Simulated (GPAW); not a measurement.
# C (Fd-3m) in GPAW: a series of runs

The runs below take C through G0W0 quasiparticle levels, hybrid scf, with PBE, RPBE, r2SCAN-X.

Everything below comes from runs of GPAW 26.7.0. Logs are shortened: lines on timing, memory, paths and dates and some standing lists are left out, and cuts for length are marked. The log counts tension as positive stress, the text compression.

### Step 1. The crystal as given

Symmetry: Fd-3m, No. 227, cubic system. The conventional cell has a = 3.567 Å, b = 3.567 Å, c = 3.567 Å, α = 90.00°, β = 90.00°, γ = 90.00°. C (site symmetry -43m) has 4 C at 1.54 Å as nearest neighbours.

This isn't the form of C at room conditions, which is graphite.

### Step 2. G0W0 quasiparticle levels, PBE

File run.py:

```python
import json
import numpy as np
from ase.dft.bandgap import bandgap
from ase.io import read, write
from gpaw import GPAW, PW
from gpaw.response.g0w0 import G0W0

atoms = read('POSCAR')

calc = GPAW(mode=PW(650),
            xc='PBE',
            kpts={'size': (8, 8, 8), 'gamma': True},
            occupations={'name': 'fermi-dirac', 'width': 0.001},
            nbands=11,
            convergence={'density': 1e-06},
            maxiter=150,
            txt='gpaw.txt')
atoms.calc = calc
energy = atoms.get_potential_energy()
calc.write('gs.gpw')
write('result.traj', atoms)
print(f'Energy: {energy:.6f} eV')
print('Fermi level:', round(calc.get_fermi_level(), 4), 'eV')
print(f'Gap: {bandgap(calc)[0]:.4f} eV, direct: {bandgap(calc, direct=True)[0]:.4f} eV')

calc.diagonalize_full_hamiltonian(nbands=29)
calc.write('full.gpw', mode='all')

ibz = calc.get_ibz_k_points()
gap, vbm, cbm = bandgap(calc, output=None)
gap, direct, _ = bandgap(calc, direct=True, output=None)
gamma = int(np.abs(ibz).sum(1).argmin())
kpts = sorted({gamma, vbm[1], cbm[1], direct[1]})
gw = G0W0(calc='full.gpw',
          filename='gw',
          ecut=100,
          ecut_extrapolation=True,
          relbands=(-2, 2),
          kpts=kpts,
          integrate_gamma='WS',
          ppa=True)
gw.calculate()
results = {mode: {key: np.asarray(r[key]).tolist() for key in ['f', 'eps', 'vxc', 'exx', 'sigma', 'Z', 'qp', 'sigma_eskn']}
           for mode, r in gw.all_results.items()}
json.dump({'kpts': ibz[kpts].tolist(), 'results': results}, open('gw.json', 'w'))
for mode, r in results.items():
    f, qp = np.array(r['f']), np.array(r['qp'])
    print(mode, 'quasiparticle energies (eV):')
    print(qp.round(3))
    print(mode, 'gap:', round(qp[f < 0.5].min() - qp[f > 0.5].max(), 4), 'eV')
```

File POSCAR:

```
C
1.0
    0.0000000000      1.7833700000      1.7833700000
    1.7833700000      0.0000000000      1.7833700000
    1.7833700000      1.7833700000      0.0000000000
C
2
Direct
    0.7500000000      0.7500000000      0.7500000000
    0.5000000000      0.5000000000      0.5000000000
```

Potentials or basis: GPAW PAW data sets (gpaw-data 1.2.1), pw.

Run with:

```console
OMP_NUM_THREADS=1 python run.py
```

gpaw.txt:

```text
__  _  _
 | _ |_)|_||  |
 |__||  | ||/\| - 26.7.0

Input parameters:
  mode=PW(ecut=650.0),
  convergence={'density': 1e-06},
  kpts=MonkhorstPack(size=(8, 8, 8), gamma=True),
  maxiter=150,
  nbands=11,
  occupations=Occupations(name='fermi-dirac', width=0.001),
  xc=XC(name='PBE')

Diagonalizing LCAO Hamiltonian
Converting LCAO to pw mode

          C
       C

Atoms  # Å, Bohr magnetons
|   | symbol |        x |        y |        z |    initial magnetic moments |
|---|--------|----------|----------|----------|-----------------------------|
| 0 |      C | 2.675055 | 2.675055 | 2.675055 | ( 0.0000,  0.0000,  0.0000) |
| 1 |      C | 1.783370 | 1.783370 | 1.783370 | ( 0.0000,  0.0000,  0.0000) |

Unit cell  # Å
| periodic |        x |        y |        z |  lengths |    angles |
|----------|----------|----------|----------|----------|-----------|
|      yes | 0.000000 | 1.783370 | 1.783370 | 2.522066 | 60.000000 |
|      yes | 1.783370 | 0.000000 | 1.783370 | 2.522066 | 60.000000 |
|      yes | 1.783370 | 1.783370 | 0.000000 | 2.522066 | 60.000000 |

Number of symmetries: 24
Symmetry operations  # r_c * U_cc + t_c -> r_c
|    | kind |            matrix            |
|----|------|------------------------------|
|  0 |  E   |  1, 0, 0,  0, 1, 0,  0, 0, 1 |
|  1 |  σ   |  1, 0, 0,  0, 0, 1,  0, 1, 0 |
|  2 |  σ   |  1, 0,-1,  0, 1,-1,  0, 0,-1 |
|  3 |  C3  |  1, 0,-1,  0, 0,-1,  0, 1,-1 |
|  4 |  C3  |  1,-1, 0,  0,-1, 1,  0,-1, 0 |
|  5 |  σ   |  1,-1, 0,  0,-1, 0,  0,-1, 1 |
|  6 |  σ   |  0, 1, 0,  1, 0, 0,  0, 0, 1 |
|  7 |  C3  |  0, 1, 0,  0, 0, 1,  1, 0, 0 |
|  8 |  C2  |  0, 1,-1,  1, 0,-1,  0, 0,-1 |
|  9 |  S4  |  0, 1,-1,  0, 0,-1,  1, 0,-1 |
| 10 |  C3  |  0, 0, 1,  1, 0, 0,  0, 1, 0 |
| 11 |  σ   |  0, 0, 1,  0, 1, 0,  1, 0, 0 |
| 12 |  S4  |  0, 0,-1,  1, 0,-1,  0, 1,-1 |
| 13 |  C3  |  0, 0,-1,  0, 1,-1,  1, 0,-1 |
| 14 |  S4  |  0,-1, 1,  1,-1, 0,  0,-1, 0 |
| 15 |  C2  |  0,-1, 1,  0,-1, 0,  1,-1, 0 |
| 16 |  C3  |  0,-1, 0,  1,-1, 0,  0,-1, 1 |
| 17 |  S4  |  0,-1, 0,  0,-1, 1,  1,-1, 0 |
| 18 |  S4  | -1, 1, 0, -1, 0, 1, -1, 0, 0 |
| 19 |  C3  | -1, 1, 0, -1, 0, 0, -1, 0, 1 |
| 20 |  C3  | -1, 0, 1, -1, 1, 0, -1, 0, 0 |
| 21 |  S4  | -1, 0, 1, -1, 0, 0, -1, 1, 0 |
| 22 |  σ   | -1, 0, 0, -1, 1, 0, -1, 0, 1 |
| 23 |  C2  | -1, 0, 0, -1, 0, 1, -1, 1, 0 |

BZ-sampling:
  Number of BZ points: 512
  Number of IBZ points: 29

  Monkhorst-Pack size: [8, 8, 8]
  Monkhorst-Pack shift: [0.0625, 0.0625, 0.0625]

K-points  # in reciprocal-cell coordinates
|     |                                coordinates |     weight |
|-----|--------------------------------------------|------------|
|   0 | (  0.00000000,   0.00000000,   0.00000000) | 0.00195312 |
|   1 | (  0.12500000,   0.12500000,   0.00000000) | 0.01171875 |
|   2 | (  0.12500000,   0.12500000,   0.12500000) | 0.01562500 |
|   3 | (  0.25000000,   0.12500000,   0.12500000) | 0.02343750 |
|   4 | (  0.25000000,   0.25000000,   0.00000000) | 0.01171875 |
|   5 | (  0.25000000,   0.25000000,   0.12500000) | 0.04687500 |
|   6 | (  0.25000000,   0.25000000,   0.25000000) | 0.01562500 |
|   7 | (  0.37500000,   0.25000000,  -0.37500000) | 0.04687500 |
|   8 | (  0.37500000,   0.25000000,   0.12500000) | 0.04687500 |
|   9 | (  0.37500000,   0.25000000,   0.25000000) | 0.04687500 |
| ... |                                            |            |
|  28 | (  0.50000000,   0.50000000,   0.50000000) | 0.00781250 |

Plane wave coefficients: 444
Cutoff: 650.0 eV

Spin-components: 1 (collinear spins)
Bands:           11
Projectors:      10
Spin-degeneracy: 2
Datatype:        complex128

Parallelization:
  kpt:    1
  domain: 1
  band:   1

Density:
  Valence electrons: 8.0
  Components: 1
  Grid points: [15 15 15]
  Charge: 0.0  # |e|

Potential:
  Grid points: [15 15 15]

species:
  C:
    name:    Carbon
    Z:       6.0
    valence: 4
    core:    2
    charge:  0.0  # [|e|]
    compensation charges:
      type: gauss
      rc: 0.20  # [Å]
      lmax: 2
    cutoffs:
      filter: 1.14  # [Å]
      core: 1.14  # [Å]
    projectors
    | kind |    occ | energy [eV] | rcut [Å] |
    |------|--------|-------------|----------|
    |   2s |  2.000 |     -13.751 |    0.635 |
    |   2p |  2.000 |      -5.284 |    0.635 |
    |    s |        |      13.461 |    0.635 |
    |    p |        |      21.927 |    0.635 |
    |    d |        |       0.000 |    0.635 |

    Using partial waves for C as LCAO basis

Reference energy: -2055.256231  # eV

eigensolver:
  PPCG
  Converge bands: occupied
  niter=2

density mixing:
  MSR1-Mixer
  Pratt-step length: 0.05
  Maximum mixing coefficient: 0.75
  Old densities: 10
  SVD Regularization: 0.005
  Good broyden scale: 1.0
  Trust region scale: 1.0
  Backstep threshold: 4.0
  History deletion threshold: 6.0
  Fourier metric: weight=20.0, sigma=0.015

occupation numbers:
  Fermi-Dirac:
    width: 0.0010  # eV

poisson solver:
  ecut: 5200.0  # eV

xc functional:
  name: PBE with 2 nearest neighbor stencil

convergence criteria:
- Maximum integral of absolute [dens]ity change: 1e-06 electrons / valence electron
- Maximum [total energy] change in last 3 cyles: 0.0005 eV / valence electron
- Maximum integral of absolute [eigenst]ate change: 4e-08 eV^2 / valence electron
maximum number of iterations: 150

SCF iterations
|iter     | |      energy | eigst |  dens |
|---------|-|-------------|-------|-------|
|iter:   1| |  -18.676135 | +0.08 |       |
|iter:   2| |  -18.607514 | -2.77 | -0.80 |
|iter:   3| |  -18.184442 | -1.57 | -0.83 |
|iter:   4| |  -18.180311 | -2.68 | -1.48 |
|iter:   5| |  -18.180880 | -4.67 | -2.22 |
|iter:   6| |  -18.180881c| -6.48 | -3.33 |
|iter:   7| |  -18.180882c| -7.97c| -4.03 |
|iter:   8| |  -18.180882c| -8.24c| -4.96 |
|iter:   9| |  -18.180882c| -9.20c| -5.49 |
|iter:  10| |  -18.180882c| -9.74c| -5.89 |
|iter:  11| |  -18.180882c|-11.33c| -7.23c|

Converged in 11 steps
Energy contributions relative to reference atoms: (reference = -2055.256231)

Energy contributions:
  Kinetic:          16.628703
  Coulomb:         -15.691892
  Zero:              0.039058
  External:          0.000000
  Xc:              -19.156750
  Entropy:          -0.000000
  Spinorbit:         0.000000
  ----------------------------
  Free energy:     -18.180882
  Extrapolated:    -18.180882

dipole moment: (2.138203, 2.138203, 2.138203)  # |e|*Ang

Fermi level: 13.855
Eigenvalues  # (at kpt = [0.000, 0.000, 0.000])
| band index |      eig [eV] | occ [0-2] |
|------------|---------------|-----------|
|          0 |        -9.413 |     2.000 |
|          1 |        12.066 |     2.000 |
|          2 |        12.066 |     2.000 |
|          3 |        12.066 |     2.000 |
|          4 |        17.664 |     0.000 |
|          5 |        17.664 |     0.000 |
|          6 |        17.664 |     0.000 |
|          7 |        25.405 |     0.000 |
|          8 |        31.375 |     0.000 |
|          9 |        38.701 |     0.000 |
|         10 |        39.074 |     0.000 |

Gap: 4.135 eV
Transition (v -> c):
  (s=0, k=0, n=3, [0.00, 0.00, 0.00]) -> (s=0, k=12, n=4, [0.38, 0.38, 0.00])
Direct/indirect transitions are different
Direct gap: 5.599 eV
Transition at: (s=0, k=0, n=3, [0.00, 0.00, 0.00])
# Writing to gs.gpw (mode='')

Matrix size: 444x444
# Writing to full.gpw (mode='all')
```

Wall time 1.8 min (1 thread of AMD EPYC 7B13 (Zen 3), shared host); peak memory 0.32 GiB.

What came out:

```
Free energy                              : -18.1809 eV
Band gap on the k mesh, mean-field level : 4.14 eV, indirect (least direct gap 5.60 eV)
Quasiparticle gap                        : 5.49 eV
Least direct quasiparticle gap           : 7.31 eV
```

Levels at points of the mesh, in eV from the valence-band top:
```tsv
k point	band 1	band 2	band 3	band 4	band 5	band 6	band 7
(0.00, 0.00, 0.00)	-21.48	0.00	0.00	0.00	5.60	5.60	5.60
(0.50, 0.50, 0.00)	-12.77	-12.77	-6.30	-6.30	4.76	4.76	16.82
(0.50, 0.50, 0.50)	-15.71	-13.38	-2.80	-2.80	8.47	8.47	8.85
```

Caveat: the k mesh is coarse; the extrapolation in the response cutoff is poor; the quasiparticle gap is taken among the few k points that were corrected; the long-wavelength limit can be off by a per cent or two.

### Step 3. G0W0 quasiparticle levels, RPBE

run.py, as its differences from that of step 2:

```diff
@@ -10,3 +10,3 @@
 calc = GPAW(mode=PW(650),
-            xc='PBE',
+            xc='RPBE',
             kpts={'size': (8, 8, 8), 'gamma': True},
```

POSCAR is that of step 2.

Potentials or basis: the program's PAW data sets (release 1.2.1) made for this functional, pw.

Run with:

```console
OMP_NUM_THREADS=1 python run.py
```

gpaw.txt:

```text
__  _  _
 | _ |_)|_||  |
 |__||  | ||/\| - 26.7.0

Input parameters:
  mode=PW(ecut=650.0),
  convergence={'density': 1e-06},
  kpts=MonkhorstPack(size=(8, 8, 8), gamma=True),
  maxiter=150,
  nbands=11,
  occupations=Occupations(name='fermi-dirac', width=0.001),
  xc=XC(name='RPBE')

Diagonalizing LCAO Hamiltonian
Converting LCAO to pw mode

          C
       C

Atoms  # Å, Bohr magnetons
|   | symbol |        x |        y |        z |    initial magnetic moments |
|---|--------|----------|----------|----------|-----------------------------|
| 0 |      C | 2.675055 | 2.675055 | 2.675055 | ( 0.0000,  0.0000,  0.0000) |
| 1 |      C | 1.783370 | 1.783370 | 1.783370 | ( 0.0000,  0.0000,  0.0000) |

Unit cell  # Å
| periodic |        x |        y |        z |  lengths |    angles |
|----------|----------|----------|----------|----------|-----------|
|      yes | 0.000000 | 1.783370 | 1.783370 | 2.522066 | 60.000000 |
|      yes | 1.783370 | 0.000000 | 1.783370 | 2.522066 | 60.000000 |
|      yes | 1.783370 | 1.783370 | 0.000000 | 2.522066 | 60.000000 |

Number of symmetries: 24
Symmetry operations  # r_c * U_cc + t_c -> r_c
|    | kind |            matrix            |
|----|------|------------------------------|
|  0 |  E   |  1, 0, 0,  0, 1, 0,  0, 0, 1 |
|  1 |  σ   |  1, 0, 0,  0, 0, 1,  0, 1, 0 |
|  2 |  σ   |  1, 0,-1,  0, 1,-1,  0, 0,-1 |
|  3 |  C3  |  1, 0,-1,  0, 0,-1,  0, 1,-1 |
|  4 |  C3  |  1,-1, 0,  0,-1, 1,  0,-1, 0 |
|  5 |  σ   |  1,-1, 0,  0,-1, 0,  0,-1, 1 |
|  6 |  σ   |  0, 1, 0,  1, 0, 0,  0, 0, 1 |
|  7 |  C3  |  0, 1, 0,  0, 0, 1,  1, 0, 0 |
|  8 |  C2  |  0, 1,-1,  1, 0,-1,  0, 0,-1 |
|  9 |  S4  |  0, 1,-1,  0, 0,-1,  1, 0,-1 |
| 10 |  C3  |  0, 0, 1,  1, 0, 0,  0, 1, 0 |
| 11 |  σ   |  0, 0, 1,  0, 1, 0,  1, 0, 0 |
| 12 |  S4  |  0, 0,-1,  1, 0,-1,  0, 1,-1 |
| 13 |  C3  |  0, 0,-1,  0, 1,-1,  1, 0,-1 |
| 14 |  S4  |  0,-1, 1,  1,-1, 0,  0,-1, 0 |
| 15 |  C2  |  0,-1, 1,  0,-1, 0,  1,-1, 0 |
| 16 |  C3  |  0,-1, 0,  1,-1, 0,  0,-1, 1 |
| 17 |  S4  |  0,-1, 0,  0,-1, 1,  1,-1, 0 |
| 18 |  S4  | -1, 1, 0, -1, 0, 1, -1, 0, 0 |
| 19 |  C3  | -1, 1, 0, -1, 0, 0, -1, 0, 1 |
| 20 |  C3  | -1, 0, 1, -1, 1, 0, -1, 0, 0 |
| 21 |  S4  | -1, 0, 1, -1, 0, 0, -1, 1, 0 |
| 22 |  σ   | -1, 0, 0, -1, 1, 0, -1, 0, 1 |
| 23 |  C2  | -1, 0, 0, -1, 0, 1, -1, 1, 0 |

BZ-sampling:
  Number of BZ points: 512
  Number of IBZ points: 29

  Monkhorst-Pack size: [8, 8, 8]
  Monkhorst-Pack shift: [0.0625, 0.0625, 0.0625]

K-points  # in reciprocal-cell coordinates
|     |                                coordinates |     weight |
|-----|--------------------------------------------|------------|
|   0 | (  0.00000000,   0.00000000,   0.00000000) | 0.00195312 |
|   1 | (  0.12500000,   0.12500000,   0.00000000) | 0.01171875 |
|   2 | (  0.12500000,   0.12500000,   0.12500000) | 0.01562500 |
|   3 | (  0.25000000,   0.12500000,   0.12500000) | 0.02343750 |
|   4 | (  0.25000000,   0.25000000,   0.00000000) | 0.01171875 |
|   5 | (  0.25000000,   0.25000000,   0.12500000) | 0.04687500 |
|   6 | (  0.25000000,   0.25000000,   0.25000000) | 0.01562500 |
|   7 | (  0.37500000,   0.25000000,  -0.37500000) | 0.04687500 |
|   8 | (  0.37500000,   0.25000000,   0.12500000) | 0.04687500 |
|   9 | (  0.37500000,   0.25000000,   0.25000000) | 0.04687500 |
| ... |                                            |            |
|  28 | (  0.50000000,   0.50000000,   0.50000000) | 0.00781250 |

Plane wave coefficients: 444
Cutoff: 650.0 eV

Spin-components: 1 (collinear spins)
Bands:           11
Projectors:      10
Spin-degeneracy: 2
Datatype:        complex128

Parallelization:
  kpt:    1
  domain: 1
  band:   1

Density:
  Valence electrons: 8.0
  Components: 1
  Grid points: [15 15 15]
  Charge: 0.0  # |e|

Potential:
  Grid points: [15 15 15]

species:
  C:
    name:    Carbon
    Z:       6.0
    valence: 4
    core:    2
    charge:  0.0  # [|e|]
    compensation charges:
      type: gauss
      rc: 0.20  # [Å]
      lmax: 2
    cutoffs:
      filter: 1.14  # [Å]
      core: 1.14  # [Å]
    projectors
    | kind |    occ | energy [eV] | rcut [Å] |
    |------|--------|-------------|----------|
    |   2s |  2.000 |     -13.815 |    0.635 |
    |   2p |  2.000 |      -5.254 |    0.635 |
    |    s |        |      13.396 |    0.635 |
    |    p |        |      21.957 |    0.635 |
    |    d |        |       0.000 |    0.635 |

    Using partial waves for C as LCAO basis

Reference energy: -2058.701954  # eV

eigensolver:
  PPCG
  Converge bands: occupied
  niter=2

density mixing:
  MSR1-Mixer
  Pratt-step length: 0.05
  Maximum mixing coefficient: 0.75
  Old densities: 10
  SVD Regularization: 0.005
  Good broyden scale: 1.0
  Trust region scale: 1.0
  Backstep threshold: 4.0
  History deletion threshold: 6.0
  Fourier metric: weight=20.0, sigma=0.015

occupation numbers:
  Fermi-Dirac:
    width: 0.0010  # eV

poisson solver:
  ecut: 5200.0  # eV

xc functional:
  name: RPBE with 2 nearest neighbor stencil

convergence criteria:
- Maximum integral of absolute [dens]ity change: 1e-06 electrons / valence electron
- Maximum [total energy] change in last 3 cyles: 0.0005 eV / valence electron
- Maximum integral of absolute [eigenst]ate change: 4e-08 eV^2 / valence electron
maximum number of iterations: 150

SCF iterations
|iter     | |      energy | eigst |  dens |
|---------|-|-------------|-------|-------|
|iter:   1| |  -17.658967 | +0.08 |       |
|iter:   2| |  -17.596704 | -2.79 | -0.81 |
|iter:   3| |  -17.220826 | -1.61 | -0.84 |
|iter:   4| |  -17.219651 | -2.67 | -1.47 |
|iter:   5| |  -17.220384c| -4.57 | -2.22 |
|iter:   6| |  -17.220387c| -6.30 | -3.23 |
|iter:   7| |  -17.220387c| -7.65c| -3.91 |
|iter:   8| |  -17.220387c| -7.61c| -4.87 |
|iter:   9| |  -17.220387c| -8.72c| -5.30 |
|iter:  10| |  -17.220387c| -9.10c| -5.70 |
|iter:  11| |  -17.220387c|-10.88c| -6.99c|

Converged in 11 steps
Energy contributions relative to reference atoms: (reference = -2058.701954)

Energy contributions:
  Kinetic:          17.103072
  Coulomb:         -16.097001
  Zero:              0.038992
  External:          0.000000
  Xc:              -18.265450
  Entropy:          -0.000000
  Spinorbit:         0.000000
  ----------------------------
  Free energy:     -17.220387
  Extrapolated:    -17.220387

dipole moment: (2.139146, 2.139146, 2.139146)  # |e|*Ang

Fermi level: 13.987
Eigenvalues  # (at kpt = [0.000, 0.000, 0.000])
| band index |      eig [eV] | occ [0-2] |
|------------|---------------|-----------|
|          0 |        -9.366 |     2.000 |
|          1 |        12.190 |     2.000 |
|          2 |        12.190 |     2.000 |
|          3 |        12.190 |     2.000 |
|          4 |        17.795 |     0.000 |
|          5 |        17.795 |     0.000 |
|          6 |        17.795 |     0.000 |
|          7 |        25.476 |     0.000 |
|          8 |        31.617 |     0.000 |
|          9 |        38.741 |     0.000 |
|         10 |        39.368 |     0.000 |

Gap: 4.133 eV
Transition (v -> c):
  (s=0, k=0, n=3, [0.00, 0.00, 0.00]) -> (s=0, k=12, n=4, [0.38, 0.38, 0.00])
Direct/indirect transitions are different
Direct gap: 5.605 eV
Transition at: (s=0, k=0, n=3, [0.00, 0.00, 0.00])
# Writing to gs.gpw (mode='')

Matrix size: 444x444
# Writing to full.gpw (mode='all')
```

Wall time 1.8 min (1 thread of AMD EPYC 7B13 (Zen 3), shared host); peak memory 0.31 GiB.

What came out:

```yaml
Free_energy: -17.2204 eV
Band_gap_on_the_k_mesh_mean-field_level: 4.13 eV, indirect (least direct gap 5.61 eV)
Quasiparticle_gap: 5.51 eV
Least_direct_quasiparticle_gap: 7.32 eV
```

Levels at points of the mesh, in eV from the valence-band top:
```csv
k point,band 2,band 3,band 4,band 5,band 6,band 7
"(0.00, 0.00, 0.00)",0.00,0.00,0.00,5.61,5.61,5.61
"(0.50, 0.50, 0.00)",-12.84,-6.32,-6.32,4.76,4.76,16.92
"(0.50, 0.50, 0.50)",-13.41,-2.81,-2.81,8.48,8.48,8.80
```

Caveat: the k mesh is coarse; the quasiparticle gap is taken among the few k points that were corrected; the long-wavelength limit can be off by a per cent or two. A k mesh can miss the band edges.

(Part 1 of 2 ends here.)
